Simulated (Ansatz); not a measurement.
**Ag stretched along one axis: stress**

Cell: a structure deposited in the COD, whose atoms a relaxation with PBE at fixed cell left in place.

```yaml
crystal:
  lattice:
    - [2.93000, 0.00000, 0.00000]
    - [-1.46500, 2.53745, 0.00000]
    - [0.00000, 0.00000, 4.79000]
  atoms:
    - { symbol: Ag, position: [0.33333, 0.66667, 0.25000] }
    - { symbol: Ag, position: [0.66667, 0.33333, 0.75000] }
```

Atoms are numbered from 1 in the order listed; like atoms form one site, named after its first atom.

The numbers come from a DFT calculation in Ansatz (PBE, plane waves and PAW, scalar-relativistic, 420 eV cutoff, Γ-centred 18×18×10 k-points, Fermi–Dirac smearing 0.05 eV).

The cell is stretched along z (the third Cartesian axis of the run's cell), x and y held, and the ions relax again each time. Tension counts as positive.

```
strain along z (%)  stress along z (GPa)  stress along x (GPa)
                -3                  -5.7                  -2.6
                -2                     ?                     ?
                -1                  -2.0                  -1.1
                 0                  -0.5                  -0.4
                +1                   0.9                   0.2
                +2                   2.2                   0.8
                +3                   3.4                   1.3
```

Problem. Estimate the row at -2 % from the others.

Solution. stress along z (GPa): -3.7; stress along x (GPa): -1.8. Worked: parabolas through the other 6 rows give -3.8 and -1.8 GPa at -2 %. Their slopes at zero strain are 150 GPa (the stiffness along z) and 66 GPa (the coupling of z to x).

All values belong to this cell and structure model.
